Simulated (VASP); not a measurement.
A run of VASP 6.6.1 is set up as follows.

File INCAR:

```
SYSTEM = ZnS
PREC = Accurate
ENCUT = 520
EDIFF = 1E-6
ISMEAR = 0
SIGMA = 0.03
LREAL = .False.
LASPH = .True.
NELM = 80
ALGO = Normal
ISIF = 2
LWAVE = .False.
LCHARG = .False.
GGA = PS
NBANDS = 26
ICORELEVEL = 1
```

KPOINTS

```
regular mesh
0
Gamma
  9 9 5
  0 0 0
```

The input POSCAR:

```
ZnS                                     
1.0
    3.7855642229      0.0000000000      0.0000000000
   -1.8927821114      3.2783947809      0.0000000000
    0.0000000000      0.0000000000      6.2124968648
  Zn              S             
     2     2
Direct
     0.3333333300000021    0.6666666699999979    0.0054117950195689
     0.6666666699999979    0.3333333300000021    0.5054117950195689
     0.3333333300000021    0.6666666699999979    0.3795882049804291
     0.6666666699999979    0.3333333300000021    0.8795882049804291
```

KPOINTS_OPT

```
explicit points
141
Reciprocal
 0.0000000000  0.0000000000  0.0000000000 1
 0.0357142857  0.0000000000  0.0000000000 1
 0.0714285714  0.0000000000  0.0000000000 1
 0.1071428571  0.0000000000  0.0000000000 1
 0.1428571429  0.0000000000  0.0000000000 1
 0.1785714286  0.0000000000  0.0000000000 1
[... 133 lines left out ...]
 0.5000000000  0.0000000000  0.5000000000 1
 0.5000000000  0.0000000000  0.0000000000 1
```

Potentials or basis: VASP PAW PBE potentials, release 64 (Zn, S).

Launch:

```bash
$ cat potpaw_PBE.64/Zn/POTCAR potpaw_PBE.64/S/POTCAR > POTCAR
$ mpirun -np 1 vasp_std > vasp.out
```

Problem. What does it give for the band gap on the k mesh?

Solution. 2.15 eV, direct.

Problem. What does it give for the pressure?

Solution. 0.0 GPa.

Levels at the corners of the path, in eV from the valence-band top:
```
point  band 15  band 16  band 17  band 18  band 19  band 20  band 21  band 22
    Γ    -0.93    -0.09     0.00     0.00     2.15     3.02     6.21     6.21
    M    -3.42    -2.34    -1.79    -0.92     3.52     4.20     4.97     6.80
    M    -3.42    -2.34    -1.79    -0.92     3.52     4.20     4.97     6.80
    K    -4.03    -2.44    -2.44    -2.19     4.04     5.94     5.94     7.73
    K    -4.03    -2.44    -2.44    -2.19     4.04     5.94     5.94     7.73
    Γ    -0.93    -0.09     0.00     0.00     2.15     3.02     6.21     6.21
    Γ    -0.93    -0.09     0.00     0.00     2.15     3.02     6.21     6.21
    A    -0.49    -0.49    -0.49    -0.49     3.50     3.50     6.67     6.67
    A    -0.49    -0.49    -0.49    -0.49     3.50     3.50     6.67     6.67
    L    -1.71    -1.71    -1.69    -1.69     3.41     3.41     5.10     5.10
    L    -1.71    -1.71    -1.69    -1.69     3.41     3.41     5.10     5.10
    H    -3.19    -3.19    -1.42    -1.42     4.41     4.41     6.19     6.19
    H    -3.19    -3.19    -1.42    -1.42     4.41     4.41     6.19     6.19
    A    -0.49    -0.49    -0.49    -0.49     3.50     3.50     6.67     6.67
    L    -1.71    -1.71    -1.69    -1.69     3.41     3.41     5.10     5.10
    M    -3.42    -2.34    -1.79    -0.92     3.52     4.20     4.97     6.80
    K    -4.03    -2.44    -2.44    -2.19     4.04     5.94     5.94     7.73
    H    -3.19    -3.19    -1.42    -1.42     4.41     4.41     6.19     6.19
```

Caveat: the PAW data sets were made with another functional, which shifts forces and pressure a little.

**Experimental background.**

A printed reference work, monograph reports, for a bulk crystal of ZnS at 4 K: band gap 3.911 eV (direct).

A measured gap of ZnS is 3.911 eV (direct; 4 K; a printed reference work, monograph); the calculated 2.15 eV misses it by -1.76 eV. The value is that of PBEsol, without temperature or zero-point motion. Semilocal functionals fall short of measured gaps as a rule.
